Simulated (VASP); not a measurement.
A run of VASP 6.6.1 is set up as follows.

INCAR

```
  ALGO = Normal
  EDIFF = 1E-7
  EDIFFG = -0.005
  ENCUT = 600
  GGA = PS
  IBRION = 2
  ISIF = 3
  ISMEAR = 1
  KPAR = 4
  LASPH = True
  LCHARG = False
  LREAL = False
  LWAVE = False
  NELM = 80
  NSW = 90
  PREC = Accurate
  SIGMA = 0.1
```

File KPOINTS:

```
k-points
0
Gamma
  8 8 8
```

Contents of POSCAR:

```
CoSi                                    
1.0
    4.3865828316     -0.0000000000      0.0000000000
    0.0000000000      4.3865828316     -0.0000000000
   -0.0000000000      0.0000000000      4.3865828316
  Co              Si            
     4     4
Direct
     0.1457490868802596    0.1457490868802596    0.1457490868802596
     0.3542509131197404    0.8542509131197406    0.6457490868802594
     0.6457490868802594    0.3542509131197404    0.8542509131197406
     0.8542509131197406    0.6457490868802594    0.3542509131197404
     0.8433334719475574    0.8433334719475574    0.8433334719475574
     0.6566665280524426    0.1566665280524427    0.3433334719475573
     0.3433334719475573    0.6566665280524426    0.1566665280524427
     0.1566665280524427    0.3433334719475573    0.6566665280524426
```

Potentials or basis: VASP PAW PBE potentials, release 64 (Co, Si).

Launch:

```sh
$ cat potpaw_PBE.64/Co/POTCAR potpaw_PBE.64/Si/POTCAR > POTCAR
$ mpirun -np 4 vasp_std > vasp.out
```

Predict the band gap on the k mesh.

none (metal or under the smearing width).

Final structure:
```xyz
8
Lattice="4.3866 0.0000 0.0000 0.0000 4.3866 0.0000 0.0000 0.0000 4.3866" Properties=species:S:1:pos:R:3 pbc="T T T"
Co    0.6393    0.6393    0.6393
Co    1.5540    3.7472    2.8326
Co    2.8326    1.5540    3.7472
Co    3.7472    2.8326    1.5540
Si    3.6994    3.6994    3.6994
Si    2.8805    0.6872    1.5061
Si    1.5061    2.8805    0.6872
Si    0.6872    1.5061    2.8805
```

Caveat: the relaxation stopped at its first step, so nothing moved. Spin polarisation is off, so any magnetic state and its effect on volume and gap are missing.
